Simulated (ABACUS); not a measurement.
Wanted: the native input for an ABACUS 3.10.1 run.

```
Task                                          : band structure
Functional                                    : LDA
Potentials or basis                           : GBRV ultrasoft 1.5 LDA
Cutoff                                        : 544 eV
Density cutoff                                : 4354 eV
Basis                                         : plane waves
Occupations                                   : fermi-dirac, width 0.05 eV
Spin                                          : no spin polarisation
Radial cutoff of the potentials (pseudo_rcut) : 10 bohr
Threshold of the eigensolver                  : 1e-07 Ry
Density                                       : read from an earlier self-consistent run
Path                                          : G-M-K-G-A-L-H-A, L-M, K-H
Points for each segment of the path           : 10
SCF threshold on the density                  : 1e-08
Max SCF steps                                 : 100
Eigensolver                                   : dav
Mixing                                        : broyden
Mixing share                                  : 0.7
Symmetry key                                  : -1
Bands                                         : 24
```

The system is PtS2.

```
CELL_PARAMETERS angstrom
3.54320 0.00000 0.00000
-1.77160 3.06850 0.00000
0.00000 0.00000 5.03880
ATOMIC_POSITIONS crystal
Pt 0.00000 0.00000 0.00000
S 0.66667 0.33333 0.77300
S 0.33333 0.66667 0.22700
```

One way to write it, as run:

INPUT

```
INPUT_PARAMETERS
suffix              PtS2
calculation         nscf
basis_type          pw
pseudo_dir          ./
symmetry            -1
dft_functional      pz
ecutwfc             40.0
pseudo_rcut         10
nspin               1
nbands              24
ks_solver           dav
smearing_method     fd
smearing_sigma      0.00367493
scf_thr             1e-08
scf_nmax            100
mixing_type         broyden
mixing_beta         0.7
ecutrho             320.0
init_chg            file
pw_diag_thr         1e-07
out_band            1
kpar                4
```

STRU

```
ATOMIC_SPECIES
Pt 195.0840 pt_lda_v1.4.uspp.F.UPF
S 32.0600 s_lda_v1.4.uspp.F.UPF

LATTICE_CONSTANT
1.8897261246

LATTICE_VECTORS
3.5432000000 0.0000000000 0.0000000000
-1.7716000000 3.0685012107 0.0000000000
0.0000000000 0.0000000000 5.0388000000

ATOMIC_POSITIONS
Cartesian

Pt
0.0
1
0.0000000000 0.0000000000 0.0000000000 1 1 1

S
0.0
2
1.7716000002 1.0228337368 3.8949924000 1 1 1
-0.0000000002 2.0456674739 1.1438076000 1 1 1
```

KPT

```
K_POINTS
12
Line
0.00000000 0.00000000 0.00000000 10 // G
0.50000000 0.00000000 0.00000000 10 // M
0.33333333 0.33333333 0.00000000 10 // K
0.00000000 0.00000000 0.00000000 10 // G
0.00000000 0.00000000 0.50000000 10 // A
0.50000000 0.00000000 0.50000000 10 // L
0.33333333 0.33333333 0.50000000 10 // H
0.00000000 0.00000000 0.50000000 1 // A
0.50000000 0.00000000 0.50000000 10 // L
0.50000000 0.00000000 0.00000000 1 // M
0.33333333 0.33333333 0.00000000 10 // K
0.33333333 0.33333333 0.50000000 1 // H
```

Potentials or basis: GBRV ultrasoft 1.5 LDA, plane waves.

Run with:

```bash
$ OMP_NUM_THREADS=1 mpirun -np 4 abacus > log
```

It gave:

```yaml
Band_gap_along_the_path: 0.93 eV, indirect (least direct gap 1.47 eV)
```

Caveat: the density is read from an earlier self-consistent run, whose mesh may be coarse; spin-orbit coupling is left out, which moves the levels of the heavy elements.

Wall time 24 s on 4 MPI ranks on Intel(R) Xeon(R) Processor @ 2.50GHz (Skylake/Cascade Lake) (shared host), peak memory 0.76 GiB a rank.
